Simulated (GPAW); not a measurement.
Crystal: Mg.

```
Mg
1.0
    -1.96832    1.91662    1.41421
     1.94245   -2.05915    1.54176
     1.91723    2.00807   -1.57004
Mg
1
Direct
  0.00000 0.00000 0.00000
```

This isn't the form of Mg at room conditions, which is hcp.

The cell isn't the ideal one: cell sheared at random, sigma 0.1, atoms nudged by 0.01 Å.

| Quantity | Value |
| --- | --- |
| Program | GPAW 26.7.0 |
| Task | relaxation of cell and atoms |
| Functional | PBE |
| Dispersion | D3(BJ) |
| Potentials or basis | GPAW PAW data sets (gpaw-data 1.2.1), other valence |
| Cutoff | 800 eV |
| Basis | pw |
| k mesh | 10 × 10 × 8 |
| Occupations | fermi-dirac, width 0.05 eV |
| Spin | no spin polarisation |

At the start: pressure 0.7 GPa; volume 22.34 Å³/atom.

Problem. How do energy, volume and symmetry change on relaxing?

Solution. Over 13 steps the energy falls by 65.1 meV/atom and the volume is 21.75 Å³/atom (-2.7 %); space group I4/mmm (No. 139, to 0.05 Å).

The path:
| step | energy change (eV) | largest force (eV/Å) | pressure (GPa) | volume (Å³) |
| --- | --- | --- | --- | --- |
| 1 | 0.0000 | 0.0000 | 0.70 | 22.34 |
| 2 | -0.0127 | 0.0000 | 0.33 | 22.43 |
| 3 | -0.0506 | 0.0000 | -1.33 | 22.83 |
| 4 | -0.0522 | 0.0000 | -1.09 | 22.66 |
| 5 | -0.0562 | 0.0000 | 0.26 | 21.80 |
| 6 | -0.0566 | 0.0000 | 0.20 | 21.82 |
| 7 | 0.0205 | 0.0000 | -0.21 | 22.66 |
| 8 | -0.0607 | 0.0000 | -0.48 | 22.09 |
| 9 | -0.0619 | 0.0000 | -0.47 | 22.07 |
| 10 | -0.0642 | 0.0000 | 0.00 | 21.77 |
| 11 | -0.0649 | 0.0000 | 0.10 | 21.71 |
| 12 | -0.0651 | 0.0000 | 0.05 | 21.74 |
| 13 | -0.0651 | 0.0000 | 0.03 | 21.75 |

Final structure:
```xyz
1
Lattice="-1.8031 1.8014 1.6766 1.8071 -1.7851 1.6822 1.8014 1.7870 -1.6822" Properties=species:S:1:pos:R:3 pbc="T T T"
Mg    0.0000    0.0000    0.0000
```

Caveat: later steps reuse the first step's grids; pairwise dispersion overbinds metals, which lowers pressure and volume.
